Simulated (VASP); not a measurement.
Write the native input for VASP 6.6.1 that does the following.

```
Task                   : relaxation of cell and atoms
Functional             : PBEsol
Potentials or basis    : VASP PAW PBE potentials, release 64 (S, Mo_sv)
Cutoff                 : 600 eV
k mesh                 : 12 × 12 × 1
Occupations            : gaussian, width 0.03 eV
Spin                   : no spin polarisation
Further INCAR settings : ALGO = Normal; EDIFF = 1e-07; IBRION = 2; EDIFFG = -0.005; NSW = 90; ISIF = 3
```

The structure of MoS2 lies in POSCAR:

```
MoS2                                    
1.0
    3.1410106842      0.0000000000      0.0000000000
   -1.5705053421      2.7201950416      0.0000000000
    0.0000000000      0.0000000000     21.1302960000
  S               Mo            
     2     1
Direct
     0.3333333300000021    0.6666666699999979    0.4262646163638509
     0.3333333300000021    0.6666666699999979    0.5737353836361491
     0.6666666699999979    0.3333333300000021    0.5000000000000000
```

The input as run:

INCAR

```
SYSTEM = MoS2
ALGO = Normal
EDIFF = 1E-7
EDIFFG = -0.005
ENCUT = 600
GGA = PS
IBRION = 2
ISIF = 3
ISMEAR = 0
KPAR = 2
LASPH = .True.
LATTICE_CONSTRAINTS = .TRUE. .TRUE. .FALSE.
LCHARG = .False.
LREAL = .False.
LWAVE = .False.
NELM = 80
NSW = 90
PREC = Accurate
SIGMA = 0.03
```

KPOINTS

```
k-points
0
Gamma
  12 12 1
  0 0 0
```

Potentials or basis: VASP PAW PBE potentials, release 64 (S, Mo_sv).

Launch:

```sh
$ cat potpaw_PBE.64/S/POTCAR potpaw_PBE.64/Mo_sv/POTCAR > POTCAR
$ mpirun -np 2 vasp_std > vasp.out
```

It gave:

The largest force after relaxing is 0.005 eV/Å. The band gap on the k mesh is 1.81 eV, direct.

Caveat: the relaxation stopped at its first step, so nothing moved; the PAW data sets were made with another functional, which shifts forces and pressure a little.

It took 65 s on 2 MPI ranks on AMD EPYC 9R45 (Zen 5), on a shared host, peak memory 0.37 GiB a rank.
